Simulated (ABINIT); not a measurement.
In:

```
In
1.0
     3.33548    0.00000    0.00000
    -1.66774    2.88861    0.00000
     0.00000    0.00000    5.50914
In
2
Direct
  0.66667 0.33333 0.75000
  0.33333 0.66667 0.25000
```

This isn't the form of In at room conditions, which is tetragonal.

Base run:

```yaml
Program: ABINIT 10.8.3 (patched build)
Functional: revPBE
Potentials_or_basis: JTH PAW PBE v2.0
Cutoff: 707 eV
k_mesh: 9 × 9 × 5
Occupations: fermi-dirac, width 0.05 eV
Spin: no spin polarisation
```

Its results: band gap on the k mesh none (metal or under the smearing width); pressure 2.1 GPa.

After a change of settings the same cell gave: band gap on the k mesh none (metal or under the smearing width); pressure -1.8 GPa. Which change was it?
A. functional from revPBE to SCAN
B. functional from revPBE to PW91
C. functional from revPBE to BLYP
D. functional from revPBE to WC

D.

WC binds more tightly than revPBE, so the same cell stands under less pressure.

Caveats: the PAW data sets were made with another functional, which shifts forces and pressure a little.

Runs at the PBE level aren't shown here.
